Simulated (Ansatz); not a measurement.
HfC:

```
CELL_PARAMETERS angstrom
0.00000 2.32500 2.32500
2.32500 0.00000 2.32500
2.32500 2.32500 0.00000
ATOMIC_POSITIONS crystal
Hf 0.50000 0.50000 0.50000
C 0.00000 0.00000 0.00000
```

* Program: Ansatz 0.2.0
* Task: relaxation of cell and atoms
* Functional: HSEsol
* Potentials or basis: Ansatz PAW
* Cutoff: 420 eV (not typed: the program's choice for these potentials)
* k mesh: 5 × 5 × 5
* Occupations: fermi-dirac, width 0.05 eV
* Spin: no spin polarisation

At the start: volume 12.57 Å³/atom.

Question: How do energy, volume and symmetry change on relaxing?

Answer: It ends after 5 steps and the volume is 12.30 Å³/atom (-2.1 %); space group Fm-3m (No. 225, to 0.05 Å).

The path:
```tsv
step	energy change (eV)	largest force (eV/Å)	volume (Å³)
1	0.0000	0.0000	25.14
2	-0.0038	0.0000	24.15
3	-0.0100	0.0000	24.61
4	-0.0100	0.0000	24.60
5	-0.0091	0.0000	24.60
```

Final structure:
```cif
data_structure
_symmetry_space_group_name_H-M 'P 1'
_symmetry_Int_Tables_number 1
_cell_length_a 3.2644
_cell_length_b 3.2644
_cell_length_c 3.2644
_cell_angle_alpha 60.000
_cell_angle_beta 60.000
_cell_angle_gamma 60.000
_cell_volume 24.60
loop_
_atom_site_label
_atom_site_type_symbol
_atom_site_fract_x
_atom_site_fract_y
_atom_site_fract_z
_atom_site_occupancy
Hf1 Hf 0.50000 0.50000 0.50000 1
C1 C 0.00000 0.00000 0.00000 1
```

Caveat: the k mesh is coarse (spacing up to 0.47 Å⁻¹), so the values aren't converged, least of all with exact exchange; the plane-wave basis is chosen anew once the cell has moved, so the energies of steps on either side of that aren't comparable; the PAW data sets come from PBE, with cores solved anew for the run's functional, which leaves a small shift of forces and pressure.
